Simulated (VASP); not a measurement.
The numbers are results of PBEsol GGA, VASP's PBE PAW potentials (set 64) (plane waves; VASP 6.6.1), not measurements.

Input for VASP

**KPOINTS**
```
Automatic mesh
0
Gamma
9 9 5
0 0 0
```

INCAR:
```
# general
SYSTEM =InN
PREC   =Accurate
ENCUT  =520   # plane-wave cut-off (eV)
LREAL  =F
LASPH  =T

# electronic loop
EDIFF  =1E-6
NELM   =100   # most electronic steps
ALGO   =Normal   # blocked Davidson
LMAXMIX=4   # l cut-off of mixed one-centre charges

# smearing
ISMEAR =1   # Methfessel-Paxton
SIGMA  =0.1   # width (eV)

# functional
GGA    =PS

# ions
IBRION =2   # conjugate gradients
NSW    =60
ISIF   =3
EDIFFG =-0.02   # ionic stop

# output
LWAVE  =F
LCHARG =F
```

POSCAR:
```
InN
1
    3.5333302050     0.0000000000     0.0000000000
   -1.7666651025     3.0599542395     0.0000000000
    0.0000000000    -0.0000000000     5.7429778509
In N
2 2
Direct
  0.3333330000   0.6666670000   0.9992418726
  0.6666670000   0.3333330000   0.4992418726
  0.3333330000   0.6666670000   0.3757581274
  0.6666670000   0.3333330000   0.8757581274
```

POTCAR, in this order: In_d N (PBE.64 set). Program: vasp_std.

What VASP printed:

OSZICAR:
```
       N       E                     dE             d eps       ncg     rms          rms(c)
DAV:   1     0.347678820158E+03    0.34768E+03   -0.18465E+04  1584   0.229E+03
DAV:   2     0.198590801870E+02   -0.32782E+03   -0.32012E+03  1662   0.490E+02
DAV:   3    -0.257066586041E+02   -0.45566E+02   -0.44690E+02  2160   0.186E+02
DAV:   4    -0.271993148112E+02   -0.14927E+01   -0.14878E+01  1944   0.360E+01
DAV:   5    -0.272459948952E+02   -0.46680E-01   -0.46673E-01  2038   0.605E+00    0.137E+01
DAV:   6    -0.231270348761E+02    0.41190E+01   -0.18095E+01  2742   0.591E+01    0.103E+01
DAV:   7    -0.232145149957E+02   -0.87480E-01   -0.20263E+00  1614   0.116E+01    0.325E+00
DAV:   8    -0.231736713513E+02    0.40844E-01   -0.22092E-01  2532   0.494E+00    0.171E+00
DAV:   9    -0.231587711673E+02    0.14900E-01   -0.53243E-02  2654   0.365E+00    0.440E-01
DAV:  10    -0.231564951102E+02    0.22761E-02   -0.91452E-03  2610   0.140E+00    0.168E-01
DAV:  11    -0.231569292355E+02   -0.43413E-03   -0.50017E-03  2474   0.665E-01    0.169E-01
DAV:  12    -0.231566881468E+02    0.24109E-03   -0.10624E-03  2470   0.411E-01    0.236E-02
DAV:  13    -0.231566972453E+02   -0.90984E-05   -0.85046E-05  1852   0.684E-02    0.130E-02
DAV:  14    -0.231566966879E+02    0.55741E-06   -0.18582E-06  1492   0.162E-02
   1 F= -.23156697E+02 E0= -.23156786E+02  d E =-.231567E+02
       N       E                     dE             d eps       ncg     rms          rms(c)
DAV:   1    -0.231602727232E+02   -0.35755E-02   -0.20687E-01  2320   0.671E+00    0.505E-01
DAV:   2    -0.231577663024E+02    0.25064E-02   -0.11757E-02  2532   0.193E+00    0.141E-01
DAV:   3    -0.231572785508E+02    0.48775E-03   -0.10550E-03  1998   0.840E-01    0.729E-02
DAV:   4    -0.231572330467E+02    0.45504E-04   -0.30962E-04  2502   0.272E-01    0.640E-02
DAV:   5    -0.231572366497E+02   -0.36030E-05   -0.37761E-05  1716   0.606E-02    0.580E-02
DAV:   6    -0.231572365242E+02    0.12555E-06   -0.48641E-07   906   0.825E-03
   2 F= -.23157237E+02 E0= -.23157329E+02  d E =-.539836E-03
       N       E                     dE             d eps       ncg     rms          rms(c)
DAV:   1    -0.231574633370E+02   -0.22669E-03   -0.16360E-02  2360   0.185E+00    0.117E-01
DAV:   2    -0.231572892881E+02    0.17405E-03   -0.78834E-04  2544   0.491E-01    0.475E-02
DAV:   3    -0.231572552755E+02    0.34013E-04   -0.65748E-05  2020   0.214E-01    0.282E-02
DAV:   4    -0.231572525955E+02    0.26801E-05   -0.23030E-05  2472   0.865E-02    0.177E-02
DAV:   5    -0.231572532638E+02   -0.66837E-06   -0.42429E-06  1480   0.207E-02
   3 F= -.23157253E+02 E0= -.23157346E+02  d E =-.556576E-03
       N       E                     dE             d eps       ncg     rms          rms(c)
DAV:   1    -0.231585693228E+02   -0.13167E-02   -0.10580E-01  2038   0.320E+00    0.235E-01
DAV:   2    -0.231579097957E+02    0.65953E-03   -0.32534E-03  2534   0.881E-01    0.100E-01
DAV:   3    -0.231576482125E+02    0.26158E-03   -0.39983E-04  2496   0.392E-01    0.424E-02
DAV:   4    -0.231576170090E+02    0.31204E-04   -0.11832E-04  2486   0.132E-01    0.242E-02
DAV:   5    -0.231576163309E+02    0.67805E-06   -0.11443E-05  2044   0.462E-02    0.118E-02
DAV:   6    -0.231576158907E+02    0.44021E-06   -0.46899E-07   828   0.181E-02
   4 F= -.23157616E+02 E0= -.23157712E+02  d E =-.362627E-03
       N       E                     dE             d eps       ncg     rms          rms(c)
DAV:   1    -0.231586654469E+02   -0.10491E-02   -0.10369E-01  2030   0.317E+00    0.228E-01
DAV:   2    -0.231580291150E+02    0.63633E-03   -0.31861E-03  2534   0.871E-01    0.986E-02
DAV:   3    -0.231577748822E+02    0.25423E-03   -0.38935E-04  2502   0.387E-01    0.426E-02
DAV:   4    -0.231577444531E+02    0.30429E-04   -0.11559E-04  2456   0.131E-01    0.240E-02
DAV:   5    -0.231577437737E+02    0.67934E-06   -0.11229E-05  2062   0.455E-02    0.113E-02
DAV:   6    -0.231577433794E+02    0.39430E-06   -0.45957E-07   822   0.178E-02
   5 F= -.23157743E+02 E0= -.23157843E+02  d E =-.490116E-03
```

OUTCAR:
```
------------------------ aborting loop because EDIFF is reached ----------------------------------------
  FORCE on cell =-STRESS in cart. coord.  units (eV):
  Direction    XX          YY          ZZ          XY          YZ          ZX
  --------------------------------------------------------------------------------------
  Total        0.0244816      0.0244816      0.0119374      0.0000000     -0.0000000      0.0000000
  in kB        0.6329120      0.6329122      0.3086119      0.0000000     -0.0000000      0.0000000
  external PRESSURE =       0.5248120 kB  Pullay stress =       0.0000000 kB
  volume of cell :       61.97
      direct lattice vectors                 reciprocal lattice vectors
     3.538593181  0.000000000  0.000000000     0.282598182  0.163158109  0.000000000
    -1.769296591  3.064512113  0.000000000     0.000000000  0.326316217  0.000000000
     0.000000000 -0.000000000  5.714981173     0.000000000 -0.000000000  0.174978704
 POSITION                                       TOTAL-FORCE (eV/Angst)
 -----------------------------------------------------------------------------------
     -0.00000      2.04301      5.70345         0.000000      0.000000      0.005378
      1.76930      1.02150      2.84596        -0.000000     -0.000000      0.005378
     -0.00000      2.04301      2.15465         0.000000     -0.000000     -0.005378
      1.76930      1.02150      5.01214        -0.000000      0.000000     -0.005378
 -----------------------------------------------------------------------------------
    total drift:                               -0.001307      0.000755      0.001427
  FREE ENERGIE OF THE ION-ELECTRON SYSTEM (eV)
  ---------------------------------------------------
  free  energy   TOTEN  =       -23.1577433794 eV

  energy  without entropy=      -23.1580416575  energy(sigma->0) =      -23.15784281

 reached required accuracy - stopping structural energy minimisation
```
(Selected blocks of OUTCAR.)

File CONTCAR:
```
InN
   1.00000000000000
     3.5385931813064109    0.0000000000000000    0.0000000000000000
    -1.7692965906532054    3.0645121130086426    0.0000000000000000
     0.0000000000000000   -0.0000000000000000    5.7149811727146842
  In              N
     2     2
Direct
     0.3333330000000032    0.6666669999999968    0.9979819795482180
     0.6666669999999968    0.3333330000000032    0.4979819795482180
     0.3333330000000032    0.6666669999999968    0.3770180204517820
     0.6666669999999968    0.3333330000000032    0.8770180204517820
```

The structure was generated: InN was put into the wurtzite type (P6_3mc), which need not be its known phase. This run relaxes it. Symmetry was kept, so distortions that lower it aren't found. The start is the result of an earlier pass.
